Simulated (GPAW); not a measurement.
Here is a GPAW 26.7.0 calculation.

The input run.py:

```python
from ase import Atoms
from ase.dft.bandgap import bandgap
from ase.io import write
from ase.units import GPa
from gpaw import GPAW, PW

atoms = Atoms(['Ag', 'Cl'],
              cell=[[0.0, 2.735, 2.735],
                    [2.735, 0.0, 2.735],
                    [2.735, 2.735, 0.0]],
              scaled_positions=[[0.0, 0.0, 0.0],
                                [0.5, 0.5, 0.5]],
              pbc=True)

calc = GPAW(mode=PW(600),
            xc='PBE',
            kpts={'size': (8, 8, 8), 'gamma': True},
            occupations={'name': 'fermi-dirac', 'width': 0.05},
            nbands=23,
            convergence={'density': 1e-05, 'energy': 1e-05},
            maxiter=150,
            txt='gpaw.txt')
atoms.calc = calc
energy = atoms.get_potential_energy()
forces = atoms.get_forces()
stress = atoms.get_stress()
calc.write('gs.gpw')
write('result.traj', atoms)
print(f'Energy: {energy:.6f} eV')
print('Forces (eV/A):')
print(forces.round(4))
print('Stress (GPa):', (stress / GPa).round(3))
print('Fermi level:', round(calc.get_fermi_level(), 4), 'eV')
print(f'Gap: {bandgap(calc)[0]:.4f} eV, direct: {bandgap(calc, direct=True)[0]:.4f} eV')
```

Potentials or basis: GPAW PAW data sets (gpaw-data 1.2.1), pw.

Run with:

```console
$ OMP_NUM_THREADS=1 python run.py
```

(1) Predict the band gap on the k mesh.

(2) What does it give for the pressure?

Results:

(1) 0.88 eV, indirect (least direct gap 3.31 eV).

(2) 4.0 GPa.

**Measured values to compare with.**

From a printed reference work, data compilation, for a bulk crystal of AgCl: band gap 3.249 eV (indirect).

Measured gap of AgCl: 3.249 eV (indirect; a printed reference work, data compilation). This calculation gives 0.88 eV (-2.37 eV). So large a miss can be the level of theory's own, or it may mean another phase, state or a wrong row. Spin-orbit coupling on Ag is left out. The value is that of PBE on a finite k mesh, which can miss the band edges, without temperature or zero-point motion. Semilocal functionals fall short of measured gaps as a rule.
